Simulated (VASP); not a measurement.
CdTe: atomic charges with PBEsol

**What was measured.**

A printed reference work, data compilation reports, for a bulk crystal of CdTe at 0 K: band gap 1.607 eV.

CdTe:

```
Te Cd
1.0
     0.00000    3.20500    3.20500
     3.20500    0.00000    3.20500
     3.20500    3.20500    0.00000
Te Cd
1 1
Direct
  0.75000 0.75000 0.75000
  0.00000 0.00000 0.00000
```

```json
{
  "Program": "VASP 6.6.1",
  "Task": "atomic charges",
  "Functional": "PBEsol",
  "Potentials or basis": "VASP PAW PBE potentials, release 64 (Te, Cd)",
  "Cutoff": "520 eV",
  "k mesh": "7 × 7 × 7",
  "Occupations": "gaussian, width 0.02 eV",
  "Spin": "no spin polarisation",
  "Further INCAR settings": "ALGO = Normal; EDIFF = 1e-06"
}
```

The pressure is 1.9 GPa and the band gap on the k mesh is 0.76 eV, direct. The valence electrons inside the program's atomic spheres are Te 3.44; Cd 10.34.

Levels at points of the mesh, in eV from the valence-band top:
```tsv
k point	band 5	band 6	band 7	band 8	band 9	band 10	band 11	band 12	band 13
(0.00, 0.00, 0.00)	-8.09	-8.09	0.00	0.00	0.00	0.76	4.52	4.52	4.52
```

Run time: 11 s on 1 thread of AMD EPYC 9R45 96-Core Processor (Zen 5), with other jobs on the host, peak memory 0.18 GiB.

Measured gap of CdTe: 1.607 eV (0 K; a printed reference work, data compilation). This calculation gives 0.76 eV (-0.85 eV). Spin-orbit coupling on Cd, Te is left out. The value is that of PBEsol, without temperature or zero-point motion. Semilocal functionals fall short of measured gaps as a rule.

Caveat: the PAW data sets were made with another functional, which shifts forces and pressure a little; spin-orbit coupling is left out, which moves the levels of the heavy elements.
